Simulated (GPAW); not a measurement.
## InP (F-43m): G0W0 with GPAW, start to end

Wanted: ground state, empty states, screening and self-energy for InP (F-43m).

Calculated with GPAW 26.7.0; PBE and many-body steps on it, plane waves.

The database entry behind the starting cell differs from later determinations by our own check (0.1 to 0.3 % short, probably kX units), so it need not match the best structure at ambient conditions.

### 1. Set-up

The structure is cubic, space group F-43m (No. 216). The conventional cell has a = 5.861 Å, b = 5.861 Å, c = 5.861 Å, α = 90.00°, β = 90.00°, γ = 90.00°. Nearest to In lie 4 P at 2.54 Å. Nearest to P lie 4 In at 2.54 Å. Farther neighbours are not listed.

Coordinates:

```cif
data_structure
_symmetry_space_group_name_H-M 'P 1'
_symmetry_Int_Tables_number 1
_cell_length_a 4.1444
_cell_length_b 4.1444
_cell_length_c 4.1444
_cell_angle_alpha 60.000
_cell_angle_beta 60.000
_cell_angle_gamma 60.000
_cell_volume 50.33
loop_
_atom_site_label
_atom_site_type_symbol
_atom_site_fract_x
_atom_site_fract_y
_atom_site_fract_z
_atom_site_occupancy
In1 In 0.00000 0.00000 0.00000 1
P2 P 0.25000 0.25000 0.25000 1
```

The cell and positions come from the Crystallography Open Database and are kept as given unless a step says otherwise.

### 2. Ground state

This step: GPAW 26.7.0; DFT, PBE, plane waves, PAW.

The ground-state density comes first.

Input file run.py:

```python
import json
import numpy as np
from gpaw.mpi import world
from ase import Atoms
from gpaw import GPAW, PW, FermiDirac

atoms = Atoms(['In', 'P'],
    cell=[[0.0000000000, 2.9305000000, 2.9305000000],
      [2.9305000000, 0.0000000000, 2.9305000000],
      [2.9305000000, 2.9305000000, 0.0000000000]],
    scaled_positions=[[0.0000000000, 0.0000000000, 0.0000000000],
      [0.2500000000, 0.2500000000, 0.2500000000]],
    pbc=(True, True, True))
calc = GPAW(mode=PW(450),
    xc='PBE',
    kpts={'size': (8, 8, 8), 'gamma': True},
    occupations=FermiDirac(0.001),
    nbands=-7,
    convergence={'density': 1e-6, 'bands': -3},
    maxiter=100,
    txt='gs.txt')
atoms.calc = calc
res = {'energy': atoms.get_potential_energy()}
kpts = calc.get_ibz_k_points()
res['kpts'] = kpts
res['eigenvalues'] = [calc.get_eigenvalues(kpt=k) for k in range(len(kpts))]
res['n_electrons'] = calc.get_number_of_electrons()
calc.write('gs.gpw')

if world.rank == 0:
    with open('result.json', 'w') as f:
        json.dump(res, f, default=lambda x: x.tolist())
```

The run is started by

```sh
$ mpirun -n 4 gpaw python run.py
```

Numbers of over 12 decimals in the logs are rounded to 6 here.

What it wrote:

```text
__  _  _
 | _ |_)|_||  |
 |__||  | ||/\| - 26.7.0

Input parameters:
  mode=PW(ecut=450.000000),
  convergence={'density': 1e-06, 'bands': -3},
  kpts=MonkhorstPack(size=(8, 8, 8), gamma=True),
  maxiter=100,
  nbands=-7,
  occupations=Occupations(name='fermi-dirac', width=0.001, fixmagmom=False),
  xc=XC(name='PBE')
  [... matrices ...]
Diagonalizing LCAO Hamiltonian
Converting LCAO to pw mode

           P

       In

Atoms  # Å, Bohr magnetons
|   | symbol |        x |        y |        z |    initial magnetic moments |
| 0 |     In | 0.000000 | 0.000000 | 0.000000 | ( 0.0000,  0.0000,  0.0000) |
| 1 |      P | 1.465250 | 1.465250 | 1.465250 | ( 0.0000,  0.0000,  0.0000) |

Unit cell  # Å
| periodic |        x |        y |        z |  lengths |    angles |
|      yes | 0.000000 | 2.930500 | 2.930500 | 4.144353 | 60.000000 |
|      yes | 2.930500 | 0.000000 | 2.930500 | 4.144353 | 60.000000 |
|      yes | 2.930500 | 2.930500 | 0.000000 | 4.144353 | 60.000000 |

Number of symmetries: 24
Symmetry operations  # r_c * U_cc + t_c -> r_c
|    | kind |            matrix            |
|  0 |  E   |  1, 0, 0,  0, 1, 0,  0, 0, 1 |
|  1 |  σ   |  1, 0, 0,  0, 0, 1,  0, 1, 0 |
|  2 |  σ   |  1, 0,-1,  0, 1,-1,  0, 0,-1 |
|  3 |  C3  |  1, 0,-1,  0, 0,-1,  0, 1,-1 |
|  4 |  C3  |  1,-1, 0,  0,-1, 1,  0,-1, 0 |
|  5 |  σ   |  1,-1, 0,  0,-1, 0,  0,-1, 1 |
|  6 |  σ   |  0, 1, 0,  1, 0, 0,  0, 0, 1 |
|  7 |  C3  |  0, 1, 0,  0, 0, 1,  1, 0, 0 |
|  8 |  C2  |  0, 1,-1,  1, 0,-1,  0, 0,-1 |
|  9 |  S4  |  0, 1,-1,  0, 0,-1,  1, 0,-1 |
| 10 |  C3  |  0, 0, 1,  1, 0, 0,  0, 1, 0 |
| 11 |  σ   |  0, 0, 1,  0, 1, 0,  1, 0, 0 |
| 12 |  S4  |  0, 0,-1,  1, 0,-1,  0, 1,-1 |
| 13 |  C3  |  0, 0,-1,  0, 1,-1,  1, 0,-1 |
| 14 |  S4  |  0,-1, 1,  1,-1, 0,  0,-1, 0 |
| 15 |  C2  |  0,-1, 1,  0,-1, 0,  1,-1, 0 |
| 16 |  C3  |  0,-1, 0,  1,-1, 0,  0,-1, 1 |
| 17 |  S4  |  0,-1, 0,  0,-1, 1,  1,-1, 0 |
| 18 |  S4  | -1, 1, 0, -1, 0, 1, -1, 0, 0 |
| 19 |  C3  | -1, 1, 0, -1, 0, 0, -1, 0, 1 |
| 20 |  C3  | -1, 0, 1, -1, 1, 0, -1, 0, 0 |
| 21 |  S4  | -1, 0, 1, -1, 0, 0, -1, 1, 0 |
| 22 |  σ   | -1, 0, 0, -1, 1, 0, -1, 0, 1 |
| 23 |  C2  | -1, 0, 0, -1, 0, 1, -1, 1, 0 |

BZ-sampling:
  Number of BZ points: 512
  Number of IBZ points: 29

  Monkhorst-Pack size: [8, 8, 8]
  Monkhorst-Pack shift: [0.0625, 0.0625, 0.0625]

K-points  # in reciprocal-cell coordinates
|     |                                coordinates |     weight |
|   0 | (  0.00000000,   0.00000000,   0.00000000) | 0.00195312 |
|   1 | (  0.12500000,   0.12500000,   0.00000000) | 0.01171875 |
|   2 | (  0.12500000,   0.12500000,   0.12500000) | 0.01562500 |
|   3 | (  0.25000000,   0.12500000,   0.12500000) | 0.02343750 |
|   4 | (  0.25000000,   0.25000000,   0.00000000) | 0.01171875 |
|   5 | (  0.25000000,   0.25000000,   0.12500000) | 0.04687500 |
|   6 | (  0.25000000,   0.25000000,   0.25000000) | 0.01562500 |
|   7 | (  0.37500000,   0.25000000,  -0.37500000) | 0.04687500 |
|   8 | (  0.37500000,   0.25000000,   0.12500000) | 0.04687500 |
|   9 | (  0.37500000,   0.25000000,   0.25000000) | 0.04687500 |
| ... |                                            |            |
|  28 | (  0.50000000,   0.50000000,   0.50000000) | 0.00781250 |

Plane wave coefficients: 1106
Cutoff: 450.000000 eV

Spin-components: 1 (collinear spins)
Bands:           16
Projectors:      11
Spin-degeneracy: 2
Datatype:        complex128

  Storage: CPU
  Wave functions: 7_921_408 bytes (1_980_352 per core)
  Projectors: 10_891_936 bytes (2_722_984 per core)
  [... matrices ...]
Parallelization:
  kpt:    4
  domain: 1
  band:   1

Density:
  Valence electrons: 18.0
  Components: 1
  Grid points: [21 21 21]
  Charge: 0.0  # |e|

Potential:
  Grid points: [21 21 21]

species:
  In:
    name:    Indium
    Z:       49.0
    valence: 13
    core:    36
    charge:  0.0  # [|e|]
    compensation charges:
      type: gauss
      rc: 0.36  # [Å]
      lmax: 2
    cutoffs:
      filter: 2.09  # [Å]
      core: 2.48  # [Å]
    projectors
    | kind |    occ | energy [eV] | rcut [Å] |
    |   5s |  2.000 |      -8.203 |    1.185 |
    |   5p |  1.000 |      -2.521 |    1.244 |
    |   4d | 10.000 |     -18.629 |    1.148 |
    |    s |        |      19.008 |    1.185 |
    |    p |        |      24.691 |    1.244 |
    |    d |        |       8.583 |    1.148 |

    Using partial waves for In as LCAO basis

  P:
    name:    Phosphorus
    Z:       15.0
    valence: 5
    core:    10
    charge:  0.0  # [|e|]
    compensation charges:
      type: gauss
      rc: 0.30  # [Å]
      lmax: 2
    cutoffs:
      filter: 1.69  # [Å]
      core: 1.81  # [Å]
    projectors
    | kind |    occ | energy [eV] | rcut [Å] |
    |   3s |  2.000 |     -13.968 |    0.953 |
    |   3p |  3.000 |      -5.506 |    0.953 |
    |    s |        |      13.244 |    0.953 |
    |    p |        |      21.705 |    0.953 |
    |    d |        |       0.000 |    0.953 |

    Using partial waves for P as LCAO basis

Reference energy: -169278.333319  # eV

eigensolver:
  PPCG
  Converge bands: -3
  niter=2

density mixing:
  MSR1-Mixer
  Pratt-step length: 0.05
  Maximum mixing coefficient: 0.75
  Old densities: 10
  SVD Regularization: 0.005
  Good broyden scale: 1.0
  Trust region scale: 1.0
  Backstep threshold: 4.0
  History deletion threshold: 6.0
  Fourier metric: weight=20.0, sigma=0.015

occupation numbers:
  Fermi-Dirac:
    width: 0.0010  # eV

poisson solver:
  ecut: 3600.000000  # eV

xc functional:
  name: PBE with 2 nearest neighbor stencil

Initialization done in: 0.908 s

convergence criteria:
- Maximum integral of absolute [dens]ity change: 1e-06 electrons / valence electron
- Maximum [total energy] change in last 3 cyles: 0.0005 eV / valence electron
- Maximum integral of absolute [eigenst]ate change: 4e-08 eV^2 / valence electron
maximum number of iterations: 100

SCF iterations
|iter     |     time |      energy | eigst |  dens |
|iter:   1|  |   -8.916430 | +1.07 |       |
|iter:   2|  |   -8.840182 | -0.66 | -1.11 |
|iter:   3|  |   -8.558413 | -1.30 | -1.16 |
|iter:   4|  |   -8.557651 | -3.05 | -1.74 |
|iter:   5|  |   -8.557679c| -3.72 | -2.24 |
|iter:   6|  |   -8.557728c| -5.00 | -3.01 |
|iter:   7|  |   -8.557733c| -6.09 | -3.55 |
|iter:   8|  |   -8.557733c| -7.41c| -4.48 |
|iter:   9|  |   -8.557733c| -7.83c| -5.32 |
|iter:  10|  |   -8.557733c| -8.42c| -5.76 |
|iter:  11|  |   -8.557733c| -8.87c| -6.54c|

Converged in 11 steps
SCF loop duration: 3.369 s (0.306 s/step)
Energy contributions relative to reference atoms: (reference = -169278.333319)
  [... matrices ...]
Energy contributions:
  Kinetic:          22.919858
  Coulomb:         -21.020358
  Zero:              0.200760
  External:          0.000000
  Xc:              -10.657993
  Entropy:          -0.000000
  Spinorbit:         0.000000
  ----------------------------
  Free energy:      -8.557733
  Extrapolated:     -8.557733

dipole moment: (-22.460587, -22.460587, -22.460587)  # |e|*Ang

Fermi level: 4.949
Eigenvalues  # (at kpt = [0.000, 0.000, 0.000])
| band index |      eig [eV] | occ [0-2] |
|          0 |        -9.176 |     2.000 |
|          1 |        -9.176 |     2.000 |
|          2 |        -9.176 |     2.000 |
|          3 |        -9.021 |     2.000 |
|          4 |        -9.021 |     2.000 |
|          5 |        -6.605 |     2.000 |
|          6 |         4.919 |     2.000 |
|          7 |         4.919 |     2.000 |
|          8 |         4.919 |     2.000 |
|          9 |         5.627 |     0.000 |
|         10 |         8.984 |     0.000 |
|         11 |         8.984 |     0.000 |
|         12 |         8.984 |     0.000 |
|         13 |        13.523 |     0.000 |
|         14 |        14.335 |     0.000 |
|         15 |        14.335 |     0.000 |

Gap: 0.708 eV
Transition (v -> c):
  (s=0, k=0, n=8, [0.00, 0.00, 0.00]) -> (s=0, k=0, n=9, [0.00, 0.00, 0.00])
No difference between direct/indirect transitions
# Writing to gs.gpw (mode='')
  [... matrices ...]
```

Wall time 6 s (4 MPI ranks of Arm Neoverse V1, shared host); peak memory 0.6 GiB.

Numbers from this step:

| Item | Value |
| --- | --- |
| total energy | -8.558 eV |
| gap | 0.7081 eV |
| k of the valence top | 0, 0, 0 |
| k of the conduction bottom | 0, 0, 0 |
| least direct gap | 0.7081 eV |

The gap is direct, at Γ.

### 3. Bands along the symmetry lines

Levels along a band path, at the cheap level, show where the edges lie and whether the meshes to come will hold them.

Input file run.py:

```python
import json
import numpy as np
from gpaw.mpi import world
from gpaw import GPAW

path = [[0.000000, 0.000000, 0.000000],
    [-0.062500, -0.062500, 0.000000],
    [-0.125000, -0.125000, 0.000000],
    [-0.187500, -0.187500, 0.000000],
    [-0.250000, -0.250000, 0.000000],
    [-0.312500, -0.312500, 0.000000],
    [-0.375000, -0.375000, 0.000000],
    [-0.437500, -0.437500, 0.000000],
    [-0.500000, -0.500000, 0.000000],
    [-0.484375, -0.484375, 0.031250],
    [-0.468750, -0.468750, 0.062500],
    [-0.453125, -0.453125, 0.093750],
    [-0.437500, -0.437500, 0.125000],
    [-0.421875, -0.421875, 0.156250],
    [-0.406250, -0.406250, 0.187500],
    [-0.390625, -0.390625, 0.218750],
    [-0.375000, -0.375000, 0.250000],
    [-0.375000, 0.000000, 0.375000],
    [-0.328125, 0.000000, 0.328125],
    [-0.281250, 0.000000, 0.281250],
    [-0.234375, 0.000000, 0.234375],
    [-0.187500, 0.000000, 0.187500],
    [-0.140625, 0.000000, 0.140625],
    [-0.093750, 0.000000, 0.093750],
    [-0.046875, 0.000000, 0.046875],
    [0.000000, 0.000000, 0.000000],
    [0.000000, 0.000000, 0.062500],
    [0.000000, 0.000000, 0.125000],
    [0.000000, 0.000000, 0.187500],
    [0.000000, 0.000000, 0.250000],
    [0.000000, 0.000000, 0.312500],
    [0.000000, 0.000000, 0.375000],
    [0.000000, 0.000000, 0.437500],
    [-0.000000, -0.000000, 0.500000],
    [-0.062500, -0.031250, 0.468750],
    [-0.125000, -0.062500, 0.437500],
    [-0.187500, -0.093750, 0.406250],
    [-0.250000, -0.125000, 0.375000],
    [-0.312500, -0.156250, 0.343750],
    [-0.375000, -0.187500, 0.312500],
    [-0.437500, -0.218750, 0.281250],
    [-0.500000, -0.250000, 0.250000],
    [-0.500000, -0.281250, 0.218750],
    [-0.500000, -0.312500, 0.187500],
    [-0.500000, -0.343750, 0.156250],
    [-0.500000, -0.375000, 0.125000],
    [-0.500000, -0.406250, 0.093750],
    [-0.500000, -0.437500, 0.062500],
    [-0.500000, -0.468750, 0.031250],
    [-0.500000, -0.500000, 0.000000]]
calc = GPAW('gs.gpw').fixed_density(kpts=path,
    symmetry='off',
    nbands=19,
    convergence={'bands': 15},
    txt='bands.txt')
res = {}
kpts = calc.get_ibz_k_points()
res['kpts'] = kpts
res['eigenvalues'] = [calc.get_eigenvalues(kpt=k) for k in range(len(kpts))]
res['n_electrons'] = calc.get_number_of_electrons()

if world.rank == 0:
    with open('result.json', 'w') as f:
        json.dump(res, f, default=lambda x: x.tolist())
```

The run is started by

```sh
$ mpirun -n 4 gpaw python run.py
```

What it wrote:

```text
Diagonalizing LCAO Hamiltonian
Converting LCAO to pw mode
convergence criteria:
- Maximum integral of absolute [eigenst]ate change: 4e-08 eV^2 / valence electron
maximum number of iterations: 100

SCF iterations
|iter     |     time |      energy | eigst |  dens |
|iter:   1|  |             | +1.96 |       |
|iter:   2|  |             | +0.07 |       |
|iter:   3|  |             | -0.62 |       |
[...]
|iter:   7|  |             | -5.58 |       |
|iter:   8|  |             | -6.79 |       |
|iter:   9|  |             | -7.81c|       |
SCF steps: 9
  __  _  _
 | _ |_)|_||  |
 |__||  | ||/\| - 26.7.0

Input parameters:
  mode=PW(ecut=450.000000),
  convergence={'bands': 15},
  gpts=array([21, 21, 21]),
  kpts=KPoints(kpts=array([[ 0.      ,  0.      ,  0.      ],
         [-0.0625  , -0.0625  ,  0.      ],
         [-0.125   , -0.125   ,  0.      ],
         [-0.1875  , -0.1875  ,  0.      ],
[...]
[-0.484375, -0.484375,  0.03125 ],
[...]
[-0.453125, -0.453125,  0.09375 ],
[...]
[-0.421875, -0.421875,  0.15625 ],
[...]
[-0.390625, -0.390625,  0.21875 ],
[...]
[-0.328125,  0.      ,  0.328125],
[...]
[-0.234375,  0.      ,  0.234375],
[...]
[-0.140625,  0.      ,  0.140625],
[...]
[-0.046875,  0.      ,  0.046875],
         [ 0.      ,  0.      ,  0.      ],
         [ 0.      ,  0.      ,  0.0625  ],
         [ 0.      ,  0.      ,  0.125   ],
[...]
[ 0.      ,  0.      ,  0.375   ],
         [ 0.      ,  0.      ,  0.4375  ],
[...]
[-0.5     , -0.4375  ,  0.0625  ],
         [-0.5     , -0.46875 ,  0.03125 ],
         [-0.5     , -0.5     ,  0.      ]])),
  maxiter=100,
  nbands=19,
  occupations=Occupations(name='fermi-dirac', width=0.001, fixmagmom=False),
  parallel={},
  symmetry=Symmetry(point_group=False, time_reversal=False),
  xc=XC(name='PBE')
  [... matrices ...]
timing:  # [seconds]
  Total: 0.024  # ━━━━━━━━━━━━━━━━━━━━━━━━━━━━━━━━━━━━━━━━━━━━━━━━━━━━━━━━━━━
```

It took 7.1 s on 4 MPI ranks; peak memory 0.65 GiB; 28 s of CPU time.

This step gave:

```yaml
gap: 0.7081 eV
k_of_the_valence_top: 0, 0, 0
k_of_the_conduction_bottom: 0, 0, 0
least_direct_gap: 0.7081 eV
```

The gap is 0.708 eV, as in the run before at this level.

Electronic bands along the path, in eV, zero at the top of the highest filled band:

```tsv
point	band 6	band 7	band 8	band 9	band 10	band 11	band 12	band 13
Γ	-11.52	0.00	0.00	0.00	0.71	4.06	4.06	4.06
halfway	-10.62	-3.33	-1.42	-1.42	2.48	3.13	6.36	6.36
X	-9.14	-5.75	-2.34	-2.34	1.76	2.28	9.21	9.57
halfway	-9.12	-5.71	-2.76	-2.24	2.04	2.88	8.38	8.69
U	-9.15	-5.61	-3.32	-1.95	2.36	4.39	7.49	7.53
jump to K	-9.15	-5.61	-3.32	-1.95	2.36	4.39	7.49	7.53
halfway	-10.53	-3.80	-2.02	-0.58	2.83	4.68	4.97	5.20
Γ	-11.52	0.00	0.00	0.00	0.71	4.06	4.06	4.06
halfway	-10.84	-3.44	-0.56	-0.56	1.79	4.77	4.77	5.31
L	-9.79	-5.74	-0.98	-0.98	1.50	4.80	4.80	7.11
halfway	-9.47	-5.55	-2.70	-1.64	3.17	4.18	5.87	7.22
W	-9.06	-5.60	-2.96	-2.93	4.29	4.38	5.55	6.20
halfway	-9.10	-5.68	-2.66	-2.66	2.69	3.11	7.64	7.73
X	-9.14	-5.75	-2.34	-2.34	1.76	2.28	9.21	9.57
```

The electronic bands as a text plot (rows in eV, shown from -8.0 to 6.7 only):

```
    6.4 |     ++           +++                 +         ++++
    5.8 |    +              ++               ++      ++++ ++
    5.2 |                  ++++++++         +     +++    +
    4.6 | +++             +     ++++++   +++++++++++++  +++
    4.0 |++              +       ++++++++++           ++++ ++
    3.3 |  ++ ++        +                             ++    ++
    2.7 |    ++++++    +   ++++++++                  +       +++
    2.1 |  ++   +++++++++++        ++      +        +         +++
    1.5 | +        +++               +   ++ ++++++++
    0.9 |+                            +++
    0.3 |*                           ***
   -0.3 | ***                   ******  *****
   -1.0 | *  *                **   ***       ********
   -1.6 |  ** ****         ***   ****    **         ***
   -2.2 |    *    *********     *                    * **      **
   -2.8 |              **     ** **        *          ** ******
   -3.4 |     **         *****              *           **
   -4.0 |       **              *            **
   -4.6 |                     **
   -5.2 |         ***      ***                 **     ***
   -5.9 |            ******                      *****   ********
   -6.5 |
   -7.1 |
   -7.7 |
         Γ           X  U|K            Γ         L        W     X
```

### 4. Empty states on the mesh, 6×6×6 mesh, 219 bands

The sums over transitions need many empty states on a uniform mesh; this step solves for them.

Input file run.py:

```python
import json
import numpy as np
from gpaw.mpi import world
from gpaw import GPAW

calc = GPAW('gs.gpw').fixed_density(kpts={'size': (6, 6, 6), 'gamma': True},
    parallel={'domain': 1, 'band': 1},
    txt='nscf.txt')
calc.diagonalize_full_hamiltonian(nbands=219)
calc.write('full.gpw', mode='all')
res = {}
kpts = calc.get_ibz_k_points()
res['kpts'] = kpts
res['eigenvalues'] = [calc.get_eigenvalues(kpt=k) for k in range(len(kpts))]
res['n_electrons'] = calc.get_number_of_electrons()

if world.rank == 0:
    with open('result.json', 'w') as f:
        json.dump(res, f, default=lambda x: x.tolist())
```

The run is started by

```sh
$ mpirun -n 4 gpaw python run.py
```

What it wrote:

```text
Diagonalizing LCAO Hamiltonian
Converting LCAO to pw mode
convergence criteria:
- Maximum integral of absolute [eigenst]ate change: 4e-08 eV^2 / valence electron
maximum number of iterations: 100

SCF iterations
|iter     |     time |      energy | eigst |  dens |
|iter:   1|  |             | +0.99 |       |
|iter:   2|  |             | -0.59 |       |
|iter:   3|  |             | -1.83 |       |
[...]
|iter:   7|  |             | -5.84 |       |
|iter:   8|  |             | -6.86 |       |
|iter:   9|  |             | -7.62c|       |
SCF steps: 9
  __  _  _
 | _ |_)|_||  |
 |__||  | ||/\| - 26.7.0

Input parameters:
  mode=PW(ecut=450.000000),
  convergence={'density': 1e-06, 'bands': -3},
  gpts=array([21, 21, 21]),
  kpts=MonkhorstPack(size=(6, 6, 6), gamma=True),
  maxiter=100,
  nbands=16,
  occupations=Occupations(name='fermi-dirac', width=0.001, fixmagmom=False),
  parallel={'domain': 1, 'band': 1},
  xc=XC(name='PBE')
Matrix size: 1092x1092
# Writing to full.gpw (mode='all')
  [... matrices ...]

timing:  # [seconds]
  Total: 6.711  # ━━━━━━━━━━━━━━━━━━━━━━━━━━━━━━━━━━━━━━━━━━━━━━━━━━━━━━━━━━━
```

Elapsed: 11 s, on 4 MPI ranks; peak memory 1.2 GiB.

This step gave:

```
gap                                                           : 0.7081 eV
k of the valence top                                          : 0, 0, 0
k of the conduction bottom                                    : 0, 0, 0
least direct gap                                              : 0.7081 eV
k points computed                                             : 16
lowest point of the top converged band, above the valence top : 139.6130 eV
```

On this mesh the gap is 0.708 eV.

(Part 1 of 2 ends here.)

[Paths, hosts, dates, memory and timing lines, banners, echoed tables and standing remarks are left out of the program output.]

[Logs are printed without paths, hosts, clocks, repeated set-up lines and the standing remarks that a program may print on its own settings, such as how far it seeks lower states.]

[Runs of the session that timed out or met a known fault of the program may be left out.]

[Hosts, paths, dates, database ids (printed as entryN), source tags and the programs' standing remarks are cut or masked in the printed files.]
